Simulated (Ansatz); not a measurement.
Input for Ansatz (plane-wave DFT, PAW):

```yaml
crystal:
  lattice:
    - [3.0162174768, -0.0585508445, -0.0244157021]
    - [-1.5588152571, 2.6133049692, 0.0013313028]
    - [-0.0769478591, -0.039581093, 9.4178090115]
  atoms:
    - { symbol: Ti, position: [0.6658474223, 0.3806369127, -0.0322066271] }
    - { symbol: Ti, position: [0.3308641924, 0.5931179411, 0.7695321253] }
    - { symbol: Ti, position: [0.3191856095, 0.7142779054, 0.2444983235] }
    - { symbol: Al, position: [0.68409936, 0.3119672408, 0.5181761782] }
basis:
  ecutwfc: 420
kpoints:
  mp_grid: { grid: [14, 14, 4] }
hamiltonian:
  xc: pbesol
scf:
  occupations: { method: gaussian, width: 0.1 }
output:
  forces: true
  stress: true
  eigenvalues: true
```

It can be run as
```bash
ansatz run input.yaml --threads 1 --pin off --backend cpu --events-out ev --progress --plain --runs-dir out  # memory cap (--max-ram) not shown
```

All numbers below come from Ansatz, DFT PBEsol, scalar-relativistic, plane waves, PAW.

Part of what the program printed, abridged:

```
Pseudopotentials: kind: paw
Pseudopotential: Ti, paw, valence charge 12, recommended cutoff 420 eV (normal)
Pseudopotential: Al, paw, valence charge 3, recommended cutoff 420 eV (normal)
Functional definition: PBEsol
Crystal: 4 atoms, lattice volume = 73.368 Å³
Basis set: ecut = 420 eV, 1413 PW (Γ), exchange–correlation on 48×48×128 points (8 copies of the dense FFT grid, shifted against one another)
Bands: 24, of which v1, the nominal top of the filled ones, is band 20 counted from 1 (19 counted from 0)
Symmetry: 1 space group operations
Space group: P1 (ITA 1), of the structure as read, at distance tolerance 4.2e-5 Å
k-points: 396 of 784 (time reversal used)
Initial density: superposition of atomic densities (neutral atoms: chi_scale 0, normalization atom), corrected by the library's trained network
Initial wavefunctions: pseudopotential atomic-orbital guess
Functional: x = pbesol(κ = 0.804, μ = 0.12345679), c = pbesol(β = 0.046)
SCF iter   1: F=—  HF=-7945.853629 eV  |F-HF|=—  |Δ(HF+E_count)|=         —  Δρ=1.19e-2  dr2=3.40e-1  ethr=1.77e-3  ⟨swp⟩=4.8  Hψ=40974  notcnv=0
SCF iter   2: F=—  HF=-7945.831040 eV  |F-HF|=—  |Δ(HF+E_count)|=   2.26e-2  Δρ=4.82e-3  dr2=6.09e-2  ethr=8.71e-4  ⟨swp⟩=2.0  Hψ=14198  notcnv=0  defer=16
SCF iter   3: F=—  HF=-7945.826940 eV  |F-HF|=—  |Δ(HF+E_count)|=   4.10e-3  Δρ=1.04e-3  dr2=7.74e-4  ethr=1.56e-4  ⟨swp⟩=1.1  Hψ=9534  notcnv=0  defer=16
SCF iter   4: F=—  HF=-7945.826874 eV  |F-HF|=—  |Δ(HF+E_count)|=   6.62e-5  Δρ=3.10e-4  dr2=1.13e-4  ethr=1.99e-6  ⟨swp⟩=2.0  Hψ=11406  notcnv=0  defer=16
SCF iter   5: F=—  HF=-7945.826859 eV  |F-HF|=—  |Δ(HF+E_count)|=   1.55e-5  Δρ=9.95e-5  dr2=1.28e-5  ethr=2.90e-7  ⟨swp⟩=2.1  Hψ=11943  notcnv=0  defer=16
SCF iter   6: F=—  HF=-7945.826850 eV  |F-HF|=—  |Δ(HF+E_count)|=   9.10e-6  Δρ=2.16e-5  dr2=3.32e-7  ethr=3.28e-8  ⟨swp⟩=2.0  Hψ=11773  notcnv=0  defer=16
SCF iter   7: F=-7945.826850 eV  HF=-7945.826850 eV  |F-HF|=2.37e-8  |Δ(HF+E_count)|=   2.95e-8  Δρ=5.50e-6  dr2=3.17e-8  ethr=2.56e-10  ⟨swp⟩=5.6  Hψ=36518  notcnv=0
SCF 1 converged in 7 iterations: F = -7945.826850 eV  dr2 = 3.17e-8
SCF converged after 7 iterations
Free energy (F): -7945.826850 eV
Harris-Foulkes:  -7945.826850 eV  (|F-HF|=2.37e-8)
Internal energy: -7945.805219 eV  (E = F + TS)
E sigma→0 (E₀):  -7945.816034 eV
Entropy (-TS):   -0.021631 eV (-5.408 meV/atom)
Fermi energy:    10.743747 eV
--- Per-component energies (eV) ---
  E_band       = -538.528283
  E_kinetic    = 836.774242
  E_local      = -4030.116656  (includes V_loc(G=0)·N_el)
  E_nonlocal   = 39.494935
  E_hartree    = 1761.139287
  E_xc         = -327.667868
  E_vxc        = -391.265396  (∫ρ·V_xc dr)
  E_paw        = -3522.541761  (= ΣΔE_a)
  E_vpaw       = -515.698230  (= ΣTr[D̂ρ^β])
  E_aug_tail   = 0.000342  (compensation charges beyond the density's cutoff)
  E_ewald      = -2703.325033
  E_core_change = 0.437292  (= ΣΔE_core)
  E_smearing   = -0.021631  (= −TS)
--- Forces (eV/Å), atoms counted from 1 ---
  atom   1  Ti     0.00703468    -0.13984613     2.80583305
  atom   2  Ti    -0.08207717     0.31803596    -2.39944092
  atom   3  Ti     0.17593129    -0.21623397     0.17964050
  atom   4  Al    -0.10088143     0.03804130    -0.58596014
--- Stress (GPa, compression-positive) ---
       -6.030778       0.678370      -0.167782
        0.678370      -9.603095       0.611959
       -0.167781       0.611959      -3.361205
  P = ⅓ Tr σ = -6.3317 GPa (-63.317 kbar)
--- Band table (eV; the first three rows and the last of 396) ---
  k-point 0: bands = ["-45.9784", "-45.6858", "-45.3697", "-22.5032", "-22.3501", "-22.0997", "-22.0517", "-21.8438", "-21.7110", "-21.6497", "-21.5747", "-21.3900", "2.6751", "5.8411", "6.1511", "8.2197", "9.7596", "10.5841", "11.1375", "11.2870", "11.4198", "11.4534", "11.5972", "11.9787"]
  k-point 1: bands = ["-45.9784", "-45.6858", "-45.3697", "-22.5035", "-22.3499", "-22.0997", "-22.0517", "-21.8438", "-21.7110", "-21.6497", "-21.5748", "-21.3901", "2.6933", "5.4093", "6.7903", "8.0831", "9.5713", "10.6160", "11.1281", "11.2738", "11.4194", "11.4507", "11.5851", "11.9791"]
  k-point 2: bands = ["-45.9784", "-45.6858", "-45.3697", "-22.5037", "-22.3496", "-22.0997", "-22.0517", "-21.8438", "-21.7110", "-21.6497", "-21.5748", "-21.3901", "2.7123", "5.2021", "7.4982", "7.6494", "9.3960", "10.6396", "11.1184", "11.2630", "11.4190", "11.4487", "11.5764", "11.9796"]
  k-point 395: bands = ["-45.9291", "-45.5237", "-45.4284", "-22.5633", "-22.4487", "-22.3177", "-22.2718", "-22.1254", "-21.8921", "-21.6718", "-21.5702", "-21.4735", "7.2303", "7.6179", "8.4506", "8.7917", "9.2538", "9.8589", "10.0325", "10.5934", "11.3601", "11.4459", "12.0042", "12.6350"]
```

Self-consistency was reached.